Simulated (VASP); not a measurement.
# MnO (P-6m2) in VASP: notebook

Aim: see how the results for MnO move with the level of theory and the settings. Levels: LDA, PBE+U. Tasks: single point.

Everything below comes from runs of VASP 6.6.1. Logs are shortened: lines on timing, memory, paths and dates and some standing lists are left out, and cuts for length are marked.

## (1) The crystal as given

Symmetry: P-6m2, No. 187, hexagonal system. Conventional cell: a = 2.969 Å, b = 2.969 Å, c = 2.898 Å, α = 90.00°, β = 90.00°, γ = 120.00°. Around Mn (site symmetry -6m2) lie 6 O at 2.24 Å. Around O (site symmetry -6m2) lie 6 Mn at 2.24 Å.

Measurements of this composition are mostly on another form, of space group No. 225.

## (2) Single point, LDA, collinear spin, ferromagnetic start

INCAR reads:

```
SYSTEM = MnO
  PREC = Accurate
  ENCUT = 520
  EDIFF = 1E-7
  ISMEAR = 0
  SIGMA = 0.05
  LREAL = .False.
  LASPH = .True.
  NELM = 120
  ALGO = Normal
  ISIF = 2
  LWAVE = .False.
  LCHARG = .False.
  ISPIN = 2
  MAGMOM = 4 0
  LORBIT = 11
  NUPDOWN = 0
  LMAXMIX = 4
  NBANDS = 20
```

KPOINTS reads:

```
Automatic mesh
0
Gamma
  7 7 7
  0 0 0
```

POSCAR reads:

```
MnO
1.0
    2.9694859100      0.0000000000      0.0000000000
   -1.4847429600      2.5716502300      0.0000000000
    0.0000000000      0.0000000000      2.8980711300
Mn O
1 1
Direct
    0.0000000000      0.0000000000      0.0000000000
    0.6666666667      0.3333333333      0.5000000000
```

Potentials or basis: VASP PAW LDA potentials, release 64 (Mn_pv, O).

On the command line:

```console
> cat potpaw_LDA.64/Mn_pv/POTCAR potpaw_LDA.64/O/POTCAR > POTCAR
> mpirun -np 1 vasp_std > vasp.out
```

OUTCAR:

```text
SYSTEM = MnO
   PREC = Accurate
   ENCUT = 520
   EDIFF = 1E-7
   ISMEAR = 0
   LREAL = .False.
   LASPH = .True.
   NELM = 120
   ISIF = 2
   ISPIN = 2
   LORBIT = 11
   NUPDOWN = 0

 ion  position               nearest neighbor table
   1  0.000  0.000  0.000-   2 2.24   2 2.24   2 2.24   2 2.24   2 2.24   2 2.24
   2  0.667  0.333  0.500-   1 2.24   1 2.24   1 2.24   1 2.24   1 2.24   1 2.24

  LATTYP: Found a hexagonal cell.
 ALAT       =     2.9694859100
 C/A-ratio  =     0.9759504567

  Lattice vectors:

 A1 = (   2.9694859100,   0.0000000000,   0.0000000000)
 A2 = (  -1.4847429600,   2.5716502300,   0.0000000000)
 A3 = (   0.0000000000,   0.0000000000,   2.8980711300)

Analysis of symmetry for initial positions (statically):
=====================================================================
 Subroutine PRICEL returns:
 Original cell was already a primitive cell.

 Routine SETGRP: Setting up the symmetry group for a
 hexagonal supercell.

 Subroutine GETGRP returns: Found 12 space group operations
 (whereof 12 operations were pure point group operations)
 out of a pool of 24 trial point group operations.

The static configuration has the point symmetry D_3h.

Analysis of symmetry for dynamics (positions and initial velocities):
=====================================================================
 Subroutine PRICEL returns:
 Original cell was already a primitive cell.

 Routine SETGRP: Setting up the symmetry group for a
 hexagonal supercell.

 Subroutine GETGRP returns: Found 12 space group operations
 (whereof 12 operations were pure point group operations)
 out of a pool of 24 trial point group operations.

The dynamic configuration has the point symmetry D_3h.

Analysis of structural, dynamic, and magnetic symmetry:
=====================================================================
 Subroutine PRICEL returns:
 Original cell was already a primitive cell.

 Routine SETGRP: Setting up the symmetry group for a
 hexagonal supercell.

 Subroutine GETGRP returns: Found 12 space group operations
 (whereof 12 operations were pure point group operations)
 out of a pool of 24 trial point group operations.

The overall configuration has the point symmetry D_3h.

 Subroutine INISYM returns: Found 12 space group operations
 (whereof 12 operations are pure point group operations),
 and found     1 'primitive' translations

----------------------------------------------------------------------------------------

                                     Primitive cell

  volume of cell :      22.1311

  direct lattice vectors                    reciprocal lattice vectors
     2.969485910  0.000000000  0.000000000     0.336758628  0.194427685  0.000000000
    -1.484742960  2.571650230  0.000000000     0.000000000  0.388855369  0.000000000
     0.000000000  0.000000000  2.898071130     0.000000000  0.000000000  0.345057093

  length of vectors
     2.969485910  2.969485909  2.898071130     0.388855369  0.388855369  0.345057093

  position of ions in fractional coordinates (direct lattice)
     0.000000000  0.000000000  0.000000000
     0.666666667  0.333333333  0.500000000

  ion indices of the primitive-cell ions
   primitive index   ion index
                 1           1
                 2           2

----------------------------------------------------------------------------------------

 KPOINTS: Automatic mesh

Automatic generation of k-mesh.
 Grid dimensions read from file:
 generate k-points for:    7    7    7

 Generating k-lattice:

  Cartesian coordinates                     Fractional coordinates (reciprocal lattice)
     0.048108375  0.027775384  0.000000000     0.142857143  0.000000000  0.000000000
     0.000000000  0.055550767  0.000000000     0.000000000  0.142857143  0.000000000
     0.000000000  0.000000000  0.049293870     0.000000000  0.000000000  0.142857143

  Length of vectors
     0.055550767  0.055550767  0.049293870

  Shift w.r.t. Gamma in fractional coordinates (k-lattice)
     0.000000000  0.000000000  0.000000000

 Subroutine IBZKPT returns following result:
 ===========================================

 Found     32 irreducible k-points:

 Following reciprocal coordinates:
            Coordinates               Weight
  0.000000  0.000000  0.000000      1.000000
  0.142857  0.000000  0.000000      6.000000
  0.285714  0.000000  0.000000      6.000000
  0.428571  0.000000  0.000000      6.000000
  0.142857  0.142857  0.000000      6.000000
  0.285714  0.142857  0.000000     12.000000
[... 16 lines left out ...]
  0.428571  0.142857  0.285714     12.000000
  0.285714  0.285714  0.285714     12.000000
 [... further k-points ...]
   k-points           NKPTS =     32   k-points in BZ     NKDIM =     32   number of bands    NBANDS=     20
   number of dos      NEDOS =    301   number of ions     NIONS =      2
   total plane-waves  NPLWV =  13824
   dimension x,y,z NGX =    24 NGY =   24 NGZ =   24
   dimension x,y,z NGXF=    48 NGYF=   48 NGZF=   48
   ions per type =               1   1
   NGX,Y,Z   is equivalent  to a cutoff of  13.44, 13.44, 13.77 a.u.
   NGXF,Y,Z  is equivalent  to a cutoff of  26.87, 26.87, 27.53 a.u.
 SYSTEM =  MnO
   PREC   = accura    normal or accurate (medium, high low for compatibility)
   ISTART =      0    job   : 0-new  1-cont  2-samecut
   ICHARG =      2    charge: 1-file 2-atom 10-const
   ISPIN  =      2    spin polarized calculation?
   LNONCOLLINEAR =      F non collinear calculations
   LSORBIT =      F    spin-orbit coupling
   LASPH  =      T    aspherical Exc in radial PAW
   ENCUT  =  520.0 eV  38.22 Ry    6.18 a.u.   5.52  5.52  5.39*2*pi/ulx,y,z
   NELM   =    120;   NELMIN=  2; NELMDL= -5     # of ELM steps
   EDIFF  = 0.1E-06   stopping-criterion for ELM
   LREAL  =      F    real-space projection
   EDIFFG = 0.1E-05   stopping-criterion for IOM
   NSW    =      0    number of steps for IOM
   IBRION =     -1    ionic relax: 0-MD 1-quasi-New 2-CG
   NFREE  =      0    steps in history (QN), initial steepest desc. (CG)
   ISIF   =      2    stress and relaxation
   ISYM   =      2    0-nonsym 1-usesym 2-fastsym
   POTIM  = 0.5000    time-step for ionic-motion
   TEBEG  =    0.0;   TEEND  =   0.0 temperature during run
   PSTRESS=    0.0 pullay stress
   NELECT =      19.0000    total number of electrons
   NUPDOWN=       0.0000    fix difference up-down
   EMIN   =  10.00;   EMAX   =-10.00  energy-range for DOS
   EFERMI =   0.00;   METHOD = LEGACY
   ISMEAR =     0;   SIGMA  =   0.05  broadening in eV -4-tet -1-fermi 0-gaus
   EFERMI_NEDOS =   21; number of points for ismear=-14 and -15
   IALGO  =     38    algorithm
   IMIX   =      4    mixing-type and parameters
     AMIX     =   0.40;   BMIX     =  1.00
     AMIX_MAG =   1.60;   BMIX_MAG =  1.00
  volume/ion in A,a.u.               =      11.07        74.67
  Fermi-wavevector in a.u.,A,eV,Ry     =   1.555937  2.940294 32.938881  2.420939
  Thomas-Fermi vector in A             =   2.659805
   LORBIT       =     11    0 simple, 1 ext, 2 COOP (PROOUT), +10 PAW based schemes
   GGA     = CA    functional components
   LHFCALC =     F    Hartree Fock is set to
   AEXX    =    0.0000 exact exchange contribution
   IVDW    =     0    specifies the selected vdW correction
   LEPSILON=     F    determine dielectric tensor
   LRPA    =     F    only Hartree local field effects (RPA)
 spin polarized calculation
 Gauss-broadening in eV      SIGMA  =   0.05
  energy-cutoff  :      520.00
  volume of cell :       22.13
 maximum number of plane-waves:       617
 NGX is ok and might be reduce to    24
   NGX = 11   NGY = 11   NGZ = 11

 number of electron      18.9999986 magnetization      -0.0000534

 number of electron      18.9999986 magnetization       0.0000154

 Free energy of the ion-electron system (eV)
  ---------------------------------------------------
  ext. energy  EPLUGINS =         0.00000000
  ---------------------------------------------------
  free energy    TOTEN  =       -15.96641306 eV

  energy without entropy =      -15.95766290  energy(sigma->0) =      -15.96203798

 E-fermi :   6.3373     XC(G=0): -12.4778

 val. band max:        6.3370469606   @ k =   0.1429   0.1429   0.1429
 cond. band min:       6.3528282433   @ k =   0.4286   0.1429   0.0000
 fundamental gap:      0.0157812828
 Fermi energy:         6.3372780348

 spin component 1

 k-point     1 :       0.0000    0.0000    0.0000
  band No.  band energies     occupation
      1     -41.5313      1.00000
      2     -41.4191      1.00000
      3     -41.4191      1.00000
      4     -13.2651      1.00000
      5       2.2305      1.00000
      6       2.2305      1.00000
[... 12 lines left out ...]
     19      30.8168      0.00000
     20      30.8168      0.00000
[... 507 lines left out ...]
 k-point    24 :       0.2857    0.2857    0.2857
  band No.  band energies     occupation
      1     -41.5707      1.00000
      2     -41.4916      1.00000
      3     -41.4668      1.00000
      4     -12.1086      1.00000
      5       0.1609      1.00000
      6       0.6005      1.00000
[... 12 lines left out ...]
     19      32.7174      0.00000
     20      33.8645      0.00000

 [... further k-points ...]

 spin component 2

 k-point     1 :       0.0000    0.0000    0.0000
  band No.  band energies     occupation
      1     -41.5317      1.00000
      2     -41.4190      1.00000
      3     -41.4190      1.00000
      4     -13.2650      1.00000
      5       2.2307      1.00000
      6       2.2307      1.00000
[... 12 lines left out ...]
     19      30.8169      0.00000
     20      30.8169      0.00000
[... 507 lines left out ...]
 k-point    24 :       0.2857    0.2857    0.2857
  band No.  band energies     occupation
      1     -41.5711      1.00000
      2     -41.4915      1.00000
      3     -41.4667      1.00000
      4     -12.1085      1.00000
      5       0.1608      1.00000
      6       0.6006      1.00000
[... 12 lines left out ...]
     19      32.7174      0.00000
     20      33.8644      0.00000

 [... further k-points ...]
[... 5 lines left out ...]
  --------------------------------------------------------------------------------------
  -------------------------------------------------------------------------------------
  Total       -6.4905796     -6.4905795     -6.8330787      0.0000000      0.0000000      0.0000000
  in kB     -469.8852909   -469.8852894   -494.6805042      0.0000009      0.0000000      0.0000000
  external PRESSURE =    -478.1503615 kB  Pullay stress =       0.0000000 kB

 VOLUME and BASIS-vectors are now :
 -----------------------------------------------------------------------------
  energy-cutoff  :      520.00
  volume of cell :       22.13
      direct lattice vectors                 reciprocal lattice vectors
     2.969485910  0.000000000  0.000000000     0.336758628  0.194427685  0.000000000
    -1.484742960  2.571650230  0.000000000     0.000000000  0.388855369  0.000000000
     0.000000000  0.000000000  2.898071130     0.000000000  0.000000000  0.345057093

 POSITION                                       TOTAL-FORCE (eV/Angst)
 -----------------------------------------------------------------------------------
      0.00000      0.00000      0.00000         0.000000      0.000000      0.000000
      1.48474      0.85722      1.44904        -0.000000      0.000000      0.000000
 -----------------------------------------------------------------------------------
    total drift:                               -0.000000      0.000000      0.000000

  FREE ENERGIE OF THE ION-ELECTRON SYSTEM (eV)
  ---------------------------------------------------
  free  energy   TOTEN  =       -15.9664130550 eV

  energy  without entropy=      -15.9576628984  energy(sigma->0) =      -15.96203798

 total charge

# of ion       s       p       d       tot
------------------------------------------
    1        0.198   6.171   5.043  11.411
    2        1.568   3.263   0.000   4.831
--------------------------------------------------
tot          1.765   9.434   5.043  16.242

 magnetization (x)

# of ion       s       p       d       tot
------------------------------------------
    1       -0.000  -0.000  -0.000  -0.000
    2       -0.000   0.000   0.000   0.000
--------------------------------------------------
tot         -0.000   0.000  -0.000   0.000
```

Wall time 13 s (1 thread of Intel Xeon 6975P-C (Granite Rapids), shared host); peak memory 0.14 GiB.

Results:

```
Free energy                                           : -15.9664 eV
Pressure                                              : -47.8 GPa
Net moment                                            : 0.00 μB per cell
Valence electrons inside the program's atomic spheres : Mn 11.41; O 4.83
```

Caveat: the moment is held away from its start; the starting moments collapsed, and a magnetic state may lie lower; a pressure of tens of GPa on the cell as given is suspect, and the run, the potentials or the cell itself is likely at fault; the total moment is fixed, so each spin has its own Fermi level.

## (3) Single point, LDA, non-collinear spin, random start, spin-orbit coupling

INCAR reads:

```
PREC = Accurate
ENCUT = 520
EDIFF = 1E-6
ISMEAR = 0
SIGMA = 0.05
LREAL = F
LASPH = T
NELM = 100
ALGO = Normal
ISIF = 2
LWAVE = F
LCHARG = T
MAGMOM = 0.17 -1.364 -0.205 0 0 0
LORBIT = 11
LSORBIT = T
GGA_COMPAT = F
LORBMOM = T
LMAXMIX = 4
GGA = CA
LVHAR = T
NBANDS = 31
```

KPOINTS reads:

```
regular mesh
0
Gamma
  7 7 7
```

POSCAR is that of step 2.

Potentials or basis: VASP PAW LDA potentials, release 64 (Mn_pv, O).

On the command line:

```console
> cat potpaw_LDA.64/Mn_pv/POTCAR potpaw_LDA.64/O/POTCAR > POTCAR
> mpirun -np 1 vasp_ncl > vasp.out
```

Wall time 3.5 min (1 thread of Intel Xeon 6975P-C (Granite Rapids), shared host); peak memory 0.43 GiB.

Results (log left out):

```yaml
Free_energy: -17.1809 eV
Pressure: -19.8 GPa
Net_moment: 4.43 μB per cell
Valence_electrons_inside_the_program's_atomic_spheres: Mn 11.38; O 4.91
```

Stress tensor (GPa, compression positive):
```
-14.35   0.00   0.00
  0.00 -14.36   0.00
  0.00   0.00 -30.80
```

Moments on the atoms (μB; x, y, z):
```
Mn   0.49 -3.94 -0.59
O    0.02 -0.16 -0.02
```

Caveat: so large a pressure means that the cell lies far from this level's equilibrium, or that cutoff or potentials fall short; a cell with one magnetic atom can't hold antiferromagnetic order, which such compounds often take.

[end of part 1 of 2]
